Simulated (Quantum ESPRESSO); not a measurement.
# Fe (P6_3/mmc) in Quantum ESPRESSO: equation of state, part 2 of 2

Quantum ESPRESSO 7.5.

**3. Single point, PBEsol, collinear spin, ferromagnetic start, 9.46 Å³/atom**

Contents of pw.in:

```
&CONTROL
  calculation = 'scf'
  prefix = 'pwscf'
  outdir = './tmp'
  pseudo_dir = './pseudo'
  tstress = .true.
  disk_io = 'nowf'
/
&SYSTEM
  ibrav = 0
  nat = 2
  ntyp = 1
  ecutwfc = 56
  ecutrho = 448
  nbnd = 27
  occupations = 'smearing'
  smearing = 'fd'
  degauss = 0.00367493
  nspin = 2
  starting_magnetization(1) = 0.1875
/
&ELECTRONS
  conv_thr = 4d-10
  electron_maxstep = 120
  mixing_beta = 0.3
/
ATOMIC_SPECIES
Fe    55.8450 fe_pbesol_v1.5.uspp.F.UPF
CELL_PARAMETERS angstrom
   2.4012595311    0.0000000000    0.0000000000
  -1.2006297656    2.0795517550    0.0000000000
   0.0000000000    0.0000000000    3.7900100715
ATOMIC_POSITIONS crystal
Fe     0.6666666667    0.3333333333    0.7500000000
Fe     0.3333333333    0.6666666667    0.2500000000
K_POINTS automatic
12 12 7 0 0 0
```

Potentials or basis: GBRV 1.5 PBEsol.

Run with:

```
OMP_NUM_THREADS=1 mpirun -n 2 pw.x -nk 2 -in pw.in > pw.out
```

Run time: 38 s. Hardware: 2 MPI ranks of Intel Xeon Platinum 8488C (Sapphire Rapids), shared host; peak memory 0.24 GiB.

Results (log left out):

- Free energy: -6808.1996 eV
- Pressure: 12.5 GPa
- Band gap on the k mesh: none (metal or under the smearing width)
- Net moment: 0.00 μB per cell
- Absolute moment: 0.00 μB per cell
- Valence electrons inside the program's atomic spheres: Fe 14.34

Caveat: the starting moments collapsed, and a magnetic state may lie lower.

**4. Single point, PBEsol, collinear spin, ferromagnetic start, 9.66 Å³/atom**

Edit pw.in of step 3 so:

```diff
@@ -29,5 +29,5 @@
 CELL_PARAMETERS angstrom
-   2.4012595311    0.0000000000    0.0000000000
-  -1.2006297656    2.0795517550    0.0000000000
-   0.0000000000    0.0000000000    3.7900100715
+   2.4178204650    0.0000000000    0.0000000000
+  -1.2089102325    2.0938939445    0.0000000000
+   0.0000000000    0.0000000000    3.8161488980
 ATOMIC_POSITIONS crystal
```

Potentials or basis: GBRV 1.5 PBEsol.

Run with:

```
OMP_NUM_THREADS=1 mpirun -n 2 pw.x -nk 2 -in pw.in > pw.out
```

pw.out:

```text
This program is part of the open-source Quantum ESPRESSO suite
     for quantum simulation of materials; please cite
         "P. Giannozzi et al., J. Phys.:Condens. Matter 21 395502 (2009);
         "P. Giannozzi et al., J. Phys.:Condens. Matter 29 465901 (2017);
         "P. Giannozzi et al., J. Chem. Phys. 152 154105 (2020);
     in publications or presentations arising from this work. More details at

     Message from routine setup:
     using ibrav=0 with symmetry is DISCOURAGED, use correct ibrav instead

     K-points division:     npool     =       2
     Subspace diagonalization in iterative solution of the eigenvalue problem:
     a serial algorithm will be used

     G-vector sticks info
     --------------------
     sticks:   dense  smooth     PW     G-vecs:    dense   smooth      PW
     Sum         649     313    109                20917     7403    1363

     Using Slab Decomposition

     bravais-lattice index     =            0
     lattice parameter (alat)  =       4.5690  a.u.
     unit-cell volume          =     130.3769 (a.u.)^3
     number of atoms/cell      =            2
     number of atomic types    =            1
     number of electrons       =        32.00
[... 52 lines left out ...]
                       cart. coord. in units 2pi/alat
        k(    1) = (   0.0000000   0.0000000   0.0000000), wk =   0.0009921
        k(    2) = (   0.0000000   0.0000000   0.0905109), wk =   0.0019841
        k(    3) = (   0.0000000   0.0000000   0.1810217), wk =   0.0019841
        k(    4) = (   0.0000000   0.0000000   0.2715326), wk =   0.0019841
        k(    5) = (   0.0000000   0.0962250   0.0000000), wk =   0.0059524
        k(    6) = (   0.0000000   0.0962250   0.0905109), wk =   0.0119048
[... 68 lines left out ...]
        k(   75) = (   0.3333333   0.5773503   0.1810217), wk =   0.0039683
        k(   76) = (   0.3333333   0.5773503   0.2715326), wk =   0.0039683

     Dense  grid:    20917 G-vectors     FFT dimensions: (  32,  32,  50)

     Smooth grid:     7403 G-vectors     FFT dimensions: (  24,  24,  36)

     Check: negative core charge=   -0.000047
     Generating pointlists ...
     new r_m :   0.4033 (alat units)  1.8429 (a.u.) for type    1

     Initial potential from superposition of free atoms

     starting charge      30.0000, renormalised to      32.0000
     Starting wfcs are   26 randomized atomic wfcs +    1 random wfcs

     Self-consistent Calculation

     iteration #  1     ecut=    56.00 Ry     beta= 0.30
     Davidson diagonalization with overlap
     ethr =  1.00E-02,  avg # of iterations =  4.8

     total energy              =    -499.48153973 Ry
     estimated scf accuracy    <       4.74445085 Ry
[... 174 lines left out ...]
     iteration # 19     ecut=    56.00 Ry     beta= 0.30
     Davidson diagonalization with overlap
     ethr =  4.52E-11,  avg # of iterations =  1.5

     Magnetic moment per site  (integrated on atomic sphere of radius R)
     atom   1 (R=0.403)  charge= 14.3602  magn=  0.0000
     atom   2 (R=0.403)  charge= 14.3602  magn=  0.0000

     End of self-consistent calculation

     Number of k-points >= 100: set verbosity='high' to print the bands.

     the Fermi energy is    21.9445 ev

!    total energy              =    -500.39501769 Ry
     estimated scf accuracy    <          2.5E-10 Ry
     smearing contrib. (-TS)   =      -0.00139143 Ry
     internal energy E=F+TS    =    -500.39362626 Ry

     The total energy is F=E-TS. E is the sum of the following terms:
     one-electron contribution =    -196.24059990 Ry
     hartree contribution      =     121.02543022 Ry
     xc contribution           =     -57.81637696 Ry
     ewald contribution        =    -367.36207962 Ry

     total magnetization       =     0.00 Bohr mag/cell
     absolute magnetization    =     0.00 Bohr mag/cell

     convergence has been achieved in  19 iterations

     Computing stress (Cartesian axis) and pressure

          total   stress  (Ry/bohr**3)                   (kbar)     P=       50.62
   0.00029764   0.00000000   0.00000000           43.78        0.00        0.00
   0.00000000   0.00029764   0.00000000            0.00       43.78        0.00
   0.00000000   0.00000000   0.00043705            0.00        0.00       64.29

=------------------------------------------------------------------------------=
   JOB DONE.
=------------------------------------------------------------------------------=
```

Run time: 46 s. Hardware: 2 MPI ranks of Intel Xeon Platinum 8488C (Sapphire Rapids), shared host; peak memory 0.24 GiB.

What came out:

```yaml
Free_energy: -6808.2211 eV
Pressure: 5.1 GPa
Band_gap_on_the_k_mesh: none (metal or under the smearing width)
Net_moment: 0.00 μB per cell
Absolute_moment: 0.00 μB per cell
Valence_electrons_inside_the_program's_atomic_spheres: Fe 14.36
```

Caveat: the starting moments collapsed, and a magnetic state may lie lower.

**5. Single point, PBEsol, collinear spin, ferromagnetic start, 9.86 Å³/atom**

Edit pw.in of step 4 so:

```diff
@@ -29,5 +29,5 @@
 CELL_PARAMETERS angstrom
-   2.4178204650    0.0000000000    0.0000000000
-  -1.2089102325    2.0938939445    0.0000000000
-   0.0000000000    0.0000000000    3.8161488980
+   2.4341575853    0.0000000000    0.0000000000
+  -1.2170787927    2.1080423057    0.0000000000
+   0.0000000000    0.0000000000    3.8419344700
 ATOMIC_POSITIONS crystal
```

Run with:

```
OMP_NUM_THREADS=1 mpirun -n 2 pw.x -nk 2 -in pw.in > pw.out
```

It took 43 s on 2 MPI ranks of Intel Xeon Platinum 8488C (Sapphire Rapids), shared host; peak memory 0.24 GiB.

The run converged. Its results:

* Free energy: -6808.2251 eV
* Pressure: -1.7 GPa
* Band gap on the k mesh: none (metal or under the smearing width)
* Net moment: 0.00 μB per cell
* Absolute moment: 0.00 μB per cell
* Valence electrons inside the program's atomic spheres: Fe 14.38

Caveat: the starting moments collapsed, and a magnetic state may lie lower.

**6. Single point, PBEsol, collinear spin, ferromagnetic start, 10.05 Å³/atom**

Edit pw.in of step 5 so:

```diff
@@ -29,5 +29,5 @@
 CELL_PARAMETERS angstrom
-   2.4341575853    0.0000000000    0.0000000000
-  -1.2170787927    2.1080423057    0.0000000000
-   0.0000000000    0.0000000000    3.8419344700
+   2.4502783040    0.0000000000    0.0000000000
+  -1.2251391521    2.1220032576    0.0000000000
+   0.0000000000    0.0000000000    3.8673784861
 ATOMIC_POSITIONS crystal
```

Potentials or basis: GBRV 1.5 PBEsol.

Run with:

```
OMP_NUM_THREADS=1 mpirun -n 2 pw.x -nk 2 -in pw.in > pw.out
```

Run time: 47 s. Hardware: 2 MPI ranks of Intel Xeon Platinum 8488C (Sapphire Rapids), shared host; peak memory 0.24 GiB.

It converged, with:

| Quantity | Value |
| --- | --- |
| Free energy | -6808.2135 eV |
| Pressure | -7.7 GPa |
| Band gap on the k mesh | none (metal or under the smearing width) |
| Net moment | 0.00 μB per cell |
| Absolute moment | 0.00 μB per cell |
| Valence electrons inside the program's atomic spheres | Fe 14.39 |

Caveat: the starting moments collapsed, and a magnetic state may lie lower.

**7. Single point, PBEsol, collinear spin, ferromagnetic start, 10.25 Å³/atom**

Edit pw.in of step 6 so:

```diff
@@ -29,5 +29,5 @@
 CELL_PARAMETERS angstrom
-   2.4502783040    0.0000000000    0.0000000000
-  -1.2251391521    2.1220032576    0.0000000000
-   0.0000000000    0.0000000000    3.8673784861
+   2.4661896479    0.0000000000    0.0000000000
+  -1.2330948240    2.1357828857    0.0000000000
+   0.0000000000    0.0000000000    3.8924920371
 ATOMIC_POSITIONS crystal
```

Run with:

```
OMP_NUM_THREADS=1 mpirun -n 2 pw.x -nk 2 -in pw.in > pw.out
```

Run time: 68 s. Hardware: 2 MPI ranks of Intel Xeon Platinum 8488C (Sapphire Rapids), shared host; peak memory 0.24 GiB.

It converged, with:

```yaml
Free_energy: -6808.1880 eV
Pressure: -13.0 GPa
Band_gap_on_the_k_mesh: none (metal or under the smearing width)
Net_moment: 0.00 μB per cell
Absolute_moment: 0.00 μB per cell
Valence_electrons_inside_the_program's_atomic_spheres: Fe 14.41
```

Caveat: the starting moments collapsed, and a magnetic state may lie lower.

**8. Single point, PBEsol, collinear spin, ferromagnetic start, 10.45 Å³/atom**

Edit pw.in of step 7 so:

```diff
@@ -29,5 +29,5 @@
 CELL_PARAMETERS angstrom
-   2.4661896479    0.0000000000    0.0000000000
-  -1.2330948240    2.1357828857    0.0000000000
-   0.0000000000    0.0000000000    3.8924920371
+   2.4818982858    0.0000000000    0.0000000000
+  -1.2409491429    2.1493869651    0.0000000000
+   0.0000000000    0.0000000000    3.9172856485
 ATOMIC_POSITIONS crystal
```

Run with:

```
OMP_NUM_THREADS=1 mpirun -n 2 pw.x -nk 2 -in pw.in > pw.out
```

Wall time 86 s (2 MPI ranks of Intel Xeon Platinum 8488C (Sapphire Rapids), shared host); peak memory 0.24 GiB.

It converged, with:

| Item | Value |
| --- | --- |
| Free energy | -6808.1501 eV |
| Pressure | -17.8 GPa |
| Band gap on the k mesh | none (metal or under the smearing width) |
| Net moment | 0.00 μB per cell |
| Absolute moment | 0.00 μB per cell |
| Valence electrons inside the program's atomic spheres | Fe 14.42 |

Caveat: the starting moments collapsed, and a magnetic state may lie lower.

**9. Equation of state, PBEsol, collinear spin, ferromagnetic start**

Potentials or basis: GBRV 1.5 PBEsol.

No new run: the results of the series are fitted here.

Results:

```
Equilibrium volume                        : 9.81 Å³/atom
Bulk modulus at fixed shape and positions : 324 GPa
Pressure derivative of the bulk modulus   : 4.6
```

Energy against volume, from the lowest point:
```
volume (Å³/atom)  energy (meV/atom)
           9.266              33.22
           9.463              12.74
           9.660               2.02
           9.857               0.00
          10.054               5.79
          10.251              18.54
          10.448              37.51
```

Caveat: the cell was scaled at fixed shape and fractional positions, which overstates the stiffness of a crystal with free parameters, most of all of layers and chains.
